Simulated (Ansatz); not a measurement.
Crystal: As.

```
As
1.0
     1.88080    1.08588    3.51406
    -1.88080    1.08588    3.51406
     0.00000   -2.17176    3.51406
As
2
Direct
  0.22600 0.22600 0.22600
  0.77400 0.77400 0.77400
```

Program: Ansatz 0.2.0. Alike in all runs: potentials or basis Ansatz PAW; cell as given; cutoff (eV) 420.

**Question.** Order these runs on this cell by their pressure, lowest first.
A. level BLYP; spin off; k mesh 9 × 9 × 9; smearing fermi-dirac 0.05 eV; points for each segment of the path 14
B. level RPBE; spin off; k mesh 9 × 9 × 9; smearing fermi-dirac 0.05 eV; points for each segment of the path 14
C. level LDA; spin SOC, no magnetisation; k mesh 7 × 7 × 7; smearing fermi-dirac 0.05 eV; points for each segment of the path 14
D. level PBE; spin off; k mesh 9 × 9 × 9; smearing gaussian 0.021 eV
E. level PBEsol; spin off; k mesh 9 × 9 × 9; smearing fermi-dirac 0.05 eV; points for each segment of the path 14

**Answer.** C (-1.4 GPa), E (0.3 GPa), D (3.7 GPa), B (5.5 GPa), A (9.0 GPa).

Caveats: the PAW data sets come from PBE, with cores solved anew for the run's functional, which leaves a small shift of forces and pressure (some runs); the potentials were made for another functional, which shifts forces and pressure (some runs).

Not every run made on this cell is shown here.
